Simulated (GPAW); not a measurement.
Runs of GPAW 26.7.0 on CuO. The structure is tetragonal, space group P4/nmm (No. 129). The conventional cell has a = 3.175 Å, b = 3.175 Å, c = 4.650 Å, α = 90.00°, β = 90.00°, γ = 90.00°. Cu (site symmetry -4m2) is surrounded by 4 O at 2.02 Å and 4 Cu at 2.25 Å. O (site symmetry 4mm) has 4 Cu at 2.02 Å as nearest neighbours. The cell was built by a generator and needn't be a form met in nature.

```tsv
potentials or basis	cutoff (eV)	data set	gap on the mesh (eV)	pressure (GPa)	largest force (eV/Å)
GPAW PAW data sets (gpaw-data 1.2.1), pw	800	-	none	18.6	0.66
SG15 ONCV 1.2, pw	1100	-	none	16.8	0.90
PAW data sets generated in the run's folder for this functional, pw	800	-	none	18.6	0.66
JTH PAW 2.0, PBE, pw	800	Cu jth, O jth	none	16.6	(a)
```

Alike in all rows: task single point; level PBE; no spin polarisation; cell as given; k mesh 8 × 8 × 6; smearing fermi-dirac 0.05 eV.

Estimate the missing entries.

(a) 0.86.

Caveats: the run has no spin polarisation, though such a crystal can be magnetic; semilocal functionals often make such compounds metallic where correlation or magnetic order opens a gap, which also shifts bond lengths; the program truncates these outside data sets (some runs).

A k mesh can miss the band edges.

A gap of «none» marks a metal or a gap under the smearing width.

Not every run made on this cell is shown here.
